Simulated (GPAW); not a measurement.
Crystal: MgSi.

```
Si Mg
1.0
     2.90839    0.00000    0.00000
     0.00000    2.90839    0.00000
     0.00000    0.00000    4.10343
Si Mg
1 1
Direct
  0.50000 0.50000 0.50000
  0.00000 0.00000 0.00000
```

The cell comes from a database or a generator and needn't be the stable form of this composition.

```yaml
Program: GPAW 26.7.0
Task: relaxation of cell and atoms
Functional: PBEsol
Dispersion: D4
Potentials_or_basis: PAW data sets generated in the run's folder for this functional
Cutoff: 800 eV
Basis: pw
k_mesh: 8 × 8 × 6
Occupations: fermi-dirac, width 0.05 eV
Spin: no spin polarisation
```

At the start: pressure -3.0 GPa; volume 17.35 Å³/atom.

**Question.** Where does the relaxation end?

**Answer.** Over 4 steps the energy falls by 9.9 meV/atom and the volume is 16.61 Å³/atom (-4.3 %); space group P4/mmm (No. 123, to 0.05 Å).

The path:
```csv
step,energy change (eV),largest force (eV/Å),pressure (GPa),volume (Å³)
1,0.0000,0.0000,-3.00,34.71
2,-0.0057,0.0000,-2.56,34.47
3,-0.0196,0.0000,0.29,33.12
4,-0.0197,0.0000,0.06,33.22
```

Final structure:
```xyz
2
Lattice="2.8841 0.0000 0.0000 0.0000 2.8841 0.0000 0.0000 0.0000 3.9940" Properties=species:S:1:pos:R:3 pbc="T T T"
Si    1.4421    1.4421    1.9970
Mg    0.0000    0.0000    0.0000
```

Caveat: later steps reuse the first step's grids; pairwise dispersion overbinds metals, which lowers pressure and volume.
